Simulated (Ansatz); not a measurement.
BeSe (started from an entry of an open crystallographic database): a one-shot G0W0 calculation in the PAW code Ansatz (G0W0@PBE with 129 empty bands, a screening cutoff of 140 eV and a 4×4×4 mesh). The cell was relaxed beforehand with r2SCAN.

input.yaml:
```yaml
crystal:
  lattice:
    - [0.0, 2.5810355892, 2.5810355892]
    - [2.5810355892, 0.0, 2.5810355892]
    - [2.5810355892, 2.5810355892, 0.0]
  atoms:
    - { symbol: Be, position: [0.0, 0.0, 0.0] }
    - { symbol: Se, position: [0.25, 0.25, 0.25] }
kpoints:
  mp_grid: { grid: [4, 4, 4] }
hamiltonian:
  xc: pbe
scf:
  occupations: { method: fixed }
gw:
  n_empty_bands: 129
  ecut_chi: 140
  qp_bands: [v2, c2]
  qp_kpoints: band_edges
  screening: { model: contour_deformation }
```

Command: `ansatz run input.yaml --threads 2 --pin off --max-ram 3686MiB --backend cpu --events-out ev --progress --plain --runs-dir out`. It took 7.7 s on 2 threads of Intel(R) Xeon(R) Platinum 8259CL CPU @ 2.50GHz (Skylake/Cascade Lake), on a shared host, load about 0.3 per core; peak host memory 0.42 GiB.

Task: Predict the output.

Result: Abridged output:
```
Functional definition: PBE
Crystal: 2 atoms, lattice volume = 34.388 Å³
Basis set: ecut = 420 eV, 645 PW (Γ)
Bands: 13, of which v1, the nominal top of the filled ones, is band 9 counted from 1 (8 counted from 0)
Symmetry: 24 space group operations
Space group: F-43m (ITA 216)
k-points: 8 of 64 (time reversal used)
preconditioner: auto → none  [insulator: Δε(μ)=2.653 eV  ℏωp=17.9 eV]
SCF converged after 6 iterations
Free energy (F): -5563.374031 eV
Fermi energy:    6.862018 eV
--- Band table (eV; the first three rows and the last of 8) ---
  k-point 0: bands = […, -39.7662, -39.7662, -6.8695, 6.8620, 6.8620, 6.8620, 11.1474, 11.8703, 11.8703, 11.8703]
  k-point 1: bands = […, -39.7662, -39.7662, -6.3080, 3.4932, 6.2456, 6.2456, 11.3073, 12.7580, 12.7580, 15.1298]
  k-point 2: bands = […, -39.7661, -39.7661, -5.5508, 1.2193, 5.7999, 5.7999, 11.1545, 12.8291, 12.8291, 16.8410]
  k-point 7: bands = […, -39.7664, -39.7659, -5.0663, 2.4916, 3.1091, 3.6147, 12.9972, 13.9477, 14.2382, 14.8227]
--- G₀W₀: contour deformation, 6 samples at zero and on the imaginary axis and 2 off it, 64 q-points, 129 empty bands' worth ---
    ik  band        ε_KS         Σx   Σc(E_QP)       V_xc       Z   E_QP_lin       E_QP  E_QP is
     0     8      6.8620   -18.0924     1.6125   -15.5357  0.7950     5.9104     5.9179  root
     0     9      6.8620   -18.0924     1.6125   -15.5357  0.7950     5.9104     5.9179  root
     0    10     11.1474    -8.2452    -4.5382   -13.2286  0.8030    11.5945    11.5926  root
     0    11     11.8703    -6.0191    -4.4830   -10.9909  0.7955    12.3616    12.3592  root
     1     8      6.2456   -17.6510     1.7404   -14.9446  0.7913     5.2712     5.2796  root
     1     9      6.2456   -17.6510     1.7404   -14.9446  0.7913     5.2712     5.2796  root
     1    10     11.3073    -7.1161    -4.4198   -11.9484  0.8006    11.7214    11.7198  root
     1    11     12.7580    -6.1691    -4.6788   -11.3397  0.7905    13.2526    13.2498  root
     2     8      5.7999   -17.5769     1.8998   -14.6795  0.7879     4.7926     4.8023  root
     2     9      5.7999   -17.5769     1.8998   -14.6795  0.7879     4.7926     4.8023  root
     2    10     11.1545    -7.3942    -4.3661   -12.1403  0.8011    11.5358    11.5345  root
     2    11     12.8291    -5.8547    -4.6125   -10.9095  0.7946    13.2735    13.2713  root
     3     8      5.2439   -17.1038     2.0031   -14.0824  0.7847     4.2148     4.2256  root
     3     9      5.2439   -17.1038     2.0031   -14.0824  0.7847     4.2148     4.2256  root
     3    10     10.6333    -5.8657    -4.1735   -10.3534  0.8052    10.9483    10.9474  root
     3    11     12.6291    -6.5097    -4.5360   -11.3785  0.7975    12.9632    12.9620  root
     6     8      4.2411   -17.0507     2.3805   -13.5869  0.7752     3.1429     3.1578  root
     6     9      4.2411   -17.0507     2.3805   -13.5869  0.7752     3.1429     3.1578  root
     6    10      9.5046    -5.4547    -3.9333    -9.5608  0.8143     9.6777     9.6774  root
     6    11     11.0690    -6.2656    -4.1219   -10.6330  0.8061    11.3150    11.3145  root
     7     8      3.1091   -16.5573     2.6979   -12.7292  0.7643     1.9578     1.9789  root
     7     9      3.6147   -16.1376     2.4117   -12.6537  0.7717     2.5264     2.5426  root
     7    10     12.9972    -6.7859    -4.3612   -11.3598  0.7993    13.2104    13.2099  root
     7    11     13.9477    -5.4103    -5.2936   -11.2040  0.7747    14.4522    14.4478  root
```
The trailing digits, and the zero of the energies, depend on the potentials and thresholds.

The rows of the band table are 0: (0, 0, 0) = Γ, 1: (0, 0, 1/4), 2: (0, 0, -1/2), 7: (1/4, -1/2, -1/4).

The points are ik 0 = (0, 0, 0) (Γ), ik 1 = (0, 0, 1/4), ik 2 = (0, 0, -1/2), ik 3 = (0, 1/4, 1/4), ik 6 = (0, -1/2, -1/2), ik 7 = (1/4, -1/2, -1/4); band 9 is the last filled one.

G0W0 moves the gap on the mesh from 2.64 eV (PBE) to 3.76 eV (Γ to k = (0, -1/2, -1/2)). Renormalisation factors Z lie between 0.76 and 0.81. G0W0 values are finite-basis, finite-mesh values.

(Simulation; spin polarisation is off.)

The runs are scalar-relativistic, without spin-orbit coupling.
